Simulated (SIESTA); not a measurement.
The system is Ge.

```xyz
2
Lattice="0.0000 2.8289 2.8289 2.8289 0.0000 2.8289 2.8289 2.8289 0.0000" Properties=species:S:1:pos:R:3 pbc="T T T"
Ge    4.2434    4.2434    4.2434
Ge    2.8289    2.8289    2.8289
```

| Item | Value |
| --- | --- |
| Program | SIESTA 5.4.2 |
| Task | relaxation of cell and atoms |
| Functional | PBE |
| Potentials or basis | PseudoDojo 0.4 standard (PBE files) |
| Basis | DZP (energy shift 0.003 Ry; two zetas on semicore shells) |
| Grid cutoff | 1200 Ry |
| Energy shift | 0.003 Ry |
| k mesh | 6 × 6 × 6 |
| Occupations | fermi-dirac, width 0.05 eV |
| Spin | no spin polarisation |

At the start: pressure 5.0 GPa; volume 22.64 Å³/atom.

**Question.** Where does the relaxation end?

**Answer.** Over 5 steps the energy falls by 24.4 meV/atom and the volume is 24.36 Å³/atom (+7.6 %); space group Fd-3m (No. 227, to 0.05 Å).

Step by step:
```tsv
step	energy change (eV)	largest force (eV/Å)	pressure (GPa)	volume (Å³)
1	0.0000	0.0000	5.02	45.28
2	-0.0047	0.0000	4.74	45.44
3	-0.0485	0.0000	0.37	48.32
4	-0.0489	0.0000	0.08	48.63
5	-0.0489	0.0000	0.00	48.72
```

Final structure:
```xyz
2
Lattice="0.0001 2.8988 2.8988 2.8988 0.0001 2.8988 2.8988 2.8988 0.0001" Properties=species:S:1:pos:R:3 pbc="T T T"
Ge    4.3483    4.3483    4.3483
Ge    2.8989    2.8989    2.8989
```

Caveat: the basis of atomic orbitals isn't converged, which shifts pressures, moduli and gaps.
